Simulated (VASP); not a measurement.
Set up this calculation in VASP 6.6.1, as the native input.

| Item | Value |
| --- | --- |
| Task | relaxation of cell and atoms |
| Functional | r2SCAN |
| Potentials or basis | VASP PAW PBE potentials, release 64 (Te) |
| Cutoff | 400 eV |
| k mesh | 9 × 9 × 6 |
| Occupations | gaussian, width 0.03 eV |
| Spin | no spin polarisation |
| Target pressure | 3 GPa |
| Pressure (GPa) | 3 |
| Further INCAR settings | ALGO = Normal; EDIFF = 1e-06; IBRION = 2; EDIFFG = -0.003; NSW = 40; ISIF = 3 |
| Target pressure | 3 GPa |

The structure of Te lies in POSCAR:

```
Te
1.0
    4.4540000000      0.0000000000      0.0000000000
   -2.2270000000      3.8572771485      0.0000000000
    0.0000000000      0.0000000000      5.9240000000
Te
3
Direct
    0.2690000000      0.0000000000      0.3333333333
    0.0000000000      0.2690000000      0.6666666667
    0.7310000000      0.7310000000      0.0000000000
```

The input as run:

INCAR

```
SYSTEM = Te
ALGO = Normal ; EDIFF = 1E-6
EDIFFG = -0.003 ; ENCUT = 400
IBRION = 2 ; ISIF = 3
ISMEAR = 0 ; LASPH = .TRUE.
LCHARG = .FALSE. ; LMIXTAU = .TRUE.
LREAL = .FALSE. ; LWAVE = .FALSE.
METAGGA = R2SCAN ; NELM = 100
NSW = 40 ; PREC = Accurate
PSTRESS = 30 ; SIGMA = 0.03
```

KPOINTS

```
k-points
0
G
  9 9 6
  0 0 0
```

Potentials or basis: VASP PAW PBE potentials, release 64 (Te).

The run is started by

```sh
$ cat potpaw_PBE.64/Te/POTCAR > POTCAR
$ mpirun -np 1 vasp_std > vasp.out
```

Results of the run:

```yaml
Relaxed_volume: 31.84 Å³/atom
Relaxed_cell: a = 4.305 Å, b = 4.305 Å, c = 5.951 Å, α = 90.00°, β = 90.00°, γ = 120.00°
Space_group_after_relaxing_to_0.05_Å: P3_121 (No. 152)
Energy_change_on_relaxing_the_enthalpy_is_what_falls: +25.3 meV/atom
Ionic_steps: 17
Pressure_after_relaxing: 3.0 GPa
Band_gap_on_the_k_mesh: 0.14 eV, direct
```

Caveat: the cell is relaxed towards a set pressure, so the enthalpy falls and the energy may rise; the PAW data sets were made with another functional, which shifts forces and pressure a little; spin-orbit coupling is left out, which moves the levels of the heavy elements; an odd mesh through Γ misses points on the zone boundary, where band edges often lie.

It took 20 min on 1 thread of AMD EPYC 9R45 (Zen 5), on a shared host, peak memory 0.19 GiB.
